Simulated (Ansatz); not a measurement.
Input and command of a calculation in Ansatz (plane waves; scalar-relativistic PAW potentials unless the input names others):

```yaml
crystal:
  lattice:
    - [3.0629462722, 0.0, 0.0]
    - [0.0, 3.2524987838, 0.0]
    - [0.0, 0.0, 4.6848609966]
  atoms:
    - { symbol: Si, position: [0.5, 0.5, 0.8430397497] }
    - { symbol: Si, position: [0.0, 0.0, 0.1569602503] }
    - { symbol: Ni, position: [0.5, 0.5, 0.3424375801] }
    - { symbol: Ni, position: [0.0, 0.0, 0.6575624199] }
basis:
  ecutwfc: 500
kpoints:
  mp_gri: { grid: [14, 12, 10] }
hamiltonian:
  xc: r2scan
scf:
  occupations: { method: gaussian, width: 0.1 }
  max_iter: 50
output:
  forces: true
  eigenvalues: true
  stress: true
```

```bash
ansatz run input.yaml --threads 1 --pin off --max-ram 2560MiB --backend cpu --events-out ev --progress --plain --runs-dir out
```

Task: What is wrong with this input?

Result: The program refuses it, because of a misspelt key (the key kpoints.mp_grid typed as mp_gri). With the key spelt rightly it is accepted.

Abridged log:
```
Error: YAML parse error: error: line 14 column 3: unknown field `mp_gri`, expected one of mp_grid, list, band_path, initial_grid, further_shifts
  --> <input>:14:3
   |
12 |   ecutwfc: 500
13 | kpoints:
14 |   mp_gri: { grid: [14, 12, 10] }
   |   ^ unknown field `mp_gri`, expected one of mp_grid, list, band_path, initial_grid, further_shifts
15 | hamiltonian:
16 |   xc: r2scan
   |
```